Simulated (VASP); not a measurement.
Here is a VASP 6.6.1 calculation.

The input INCAR:

```
PREC     = Accurate       # precision mode
ENCUT    = 600            # plane-wave cutoff, eV
EDIFF    = 1E-7           # SCF threshold, eV
ISMEAR   = 0              # smearing method
SIGMA    = 0.03           # smearing width, eV
LREAL    = F              # projectors in reciprocal space
LASPH    = T              # aspherical terms in the spheres
NELM     = 80             # most SCF steps
ALGO     = Fast           # electronic algorithm
ISIF     = 4              # what is computed and relaxed
LWAVE    = F              # write WAVECAR
LCHARG   = F              # write CHGCAR
GGA      = PS             # functional
IBRION   = 2              # ionic algorithm
NSW      = 40             # ionic steps
EDIFFG   = -0.01          # ionic threshold
KPAR     = 2
```

KPOINTS

```
regular mesh
0
Gamma
  8 8 8
```

The input POSCAR:

```
BaTiO3                                  
1.0
    3.9934166304      0.0000000000      0.0000000000
    0.0000000000      3.9934166304     -0.0000000000
    0.0000000000      0.0000000000      4.0925952355
  Ba              Ti              O             
     1     1     3
Direct
     0.0000000000000000    1.0000000000000000    0.9986017990225708
     0.5000000000000000    0.5000000000000000    0.4819255852252555
     0.5000000000000000    0.5000000000000000    0.0291004915946275
     0.5000000000000000    0.0000000000000000    0.5166860620787762
     0.0000000000000000    0.5000000000000000    0.5166860620787762
```

Potentials or basis: VASP PAW PBE potentials, release 64 (Ba_sv, Ti_sv, O).

Run with:

```sh
$ cat potpaw_PBE.64/Ba_sv/POTCAR potpaw_PBE.64/Ti_sv/POTCAR potpaw_PBE.64/O/POTCAR > POTCAR
$ mpirun -np 2 vasp_std > vasp.out
```

Q: What does it give for the energy gained by relaxing?

A: 0.9 meV/atom.

Q: What does it give for the band gap on the k mesh?

A: 1.75 eV, indirect (least direct gap 2.26 eV).

Forces in eV/Å, atoms in the order of the input:
```
Ba   0.000  0.000 -0.002
Ti   0.000  0.000 -0.002
O    0.000  0.000  0.006
O    0.000  0.000 -0.001
O    0.000  0.000 -0.001
```

Caveat: the PAW data sets were made with another functional, which shifts forces and pressure a little; spin-orbit coupling is left out, which moves the levels of the heavy elements. A k mesh can miss the band edges.
